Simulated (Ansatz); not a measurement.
Calculated ⁷³Ge NMR of the central transition for Ge under strain

Cell: a structure deposited in the COD, relaxed with PBE at fixed cell and then changed (z compressed by 3 %, ions relaxed).

```
Ge
1.0
     5.93000    0.00000    0.00000
     0.00000    5.93000    0.00000
     0.00000    0.00000    6.77060
Ge
12
Direct
  0.09251 0.09251 0.00000
  0.40749 0.59251 0.75000
  0.90749 0.90749 0.50000
  0.59251 0.40749 0.25000
  0.17626 0.36901 0.26709
  0.13099 0.67626 0.01709
  0.82374 0.63099 0.76709
  0.86901 0.32374 0.51709
  0.67626 0.13099 0.98291
  0.63099 0.82374 0.23291
  0.32374 0.86901 0.48291
  0.36901 0.17626 0.73291
```

Atom numbers follow the list; atoms alike are taken as one site, whose name carries the number of the first.

Method: Kohn–Sham DFT in Ansatz, PBE, plane waves and PAW, scalar-relativistic, 420 eV cutoff, Γ-centred 8×8×7 k-points, Fermi–Dirac smearing 0.02 eV.

⁷³Ge has I = 9/2 and Q = -196.0 mb (Pyykkö 2018); at 35.2 T its Larmor frequency is ν₀ = 52.4 MHz. Only the quadrupole interaction is simulated: positions count from each site's isotropic chemical shift, and shift anisotropy, dipolar and J coupling are left out.

**Question.** What does the ⁷³Ge spectrum (static powder) show for each site?

**Answer.** 

```json
{"site": "Ge1", "first shell": "4 Ge at 2.48–2.49 Å", "C_Q (MHz)": "-22.9", "η": "0.80", "P_Q (MHz)": "25.2", "δ_QIS (ppm)": "-322", "breadth (kHz)": "125"}
{"site": "Ge5", "first shell": "4 Ge at 2.48–2.50 Å", "C_Q (MHz)": "-27.7", "η": "0.88", "P_Q (MHz)": "31.1", "δ_QIS (ppm)": "-489", "breadth (kHz)": "192"}
```

δ_QIS = −(ν_Q²/30ν₀²)[I(I+1) − 3/4](1 + η²/3) × 10⁶ ppm with ν_Q = 3|C_Q|/[2I(2I−1)]; it falls as 1/B₀² in ppm, and the breadth as 1/B₀ in kHz.

With a gap of 0.4 eV on this mesh, the gradients can still move by some per cent as the k-mesh gets denser.
